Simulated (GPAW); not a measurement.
Crystal: MgS.

```
S Mg
1.0
     0.00000    2.83312    2.83312
     2.83312    0.00000    2.83312
     2.83312    2.83312    0.00000
S Mg
1 1
Direct
  0.25000 0.25000 0.25000
  0.00000 0.00000 0.00000
```

The cell comes from a database or a generator and needn't be the stable form of this composition.

Program: GPAW 26.7.0. Alike in all runs: task dielectric tensor; no spin polarisation; cell as given; k mesh 7 × 7 × 7; cutoff (eV) 650; smearing fermi-dirac 0.001 eV.

Problem. Order these runs on this cell by their band gap on the k mesh, lowest first.
A. level RPBE; potentials or basis the program's PAW data sets (release 1.2.1) made for this functional, pw
B. level LDA; potentials or basis the program's PAW data sets (release 1.2.1) made for this functional, pw
C. level GLLB-SC; potentials or basis the program's PAW data sets (release 1.2.1) made for this functional, pw
D. level AM05; potentials or basis PAW data sets generated in the run's folder for this functional, pw

Solution. B (3.17 eV), D (3.44 eV), A (3.67 eV), C (4.27 eV).

Caveats: the long-wavelength limit can be off by a per cent or two; a model potential gives levels but no total energy (some runs); response on these states lacks terms of the Hamiltonian (some runs).

A k mesh can miss the band edges.

Runs at the PBE level aren't shown here.
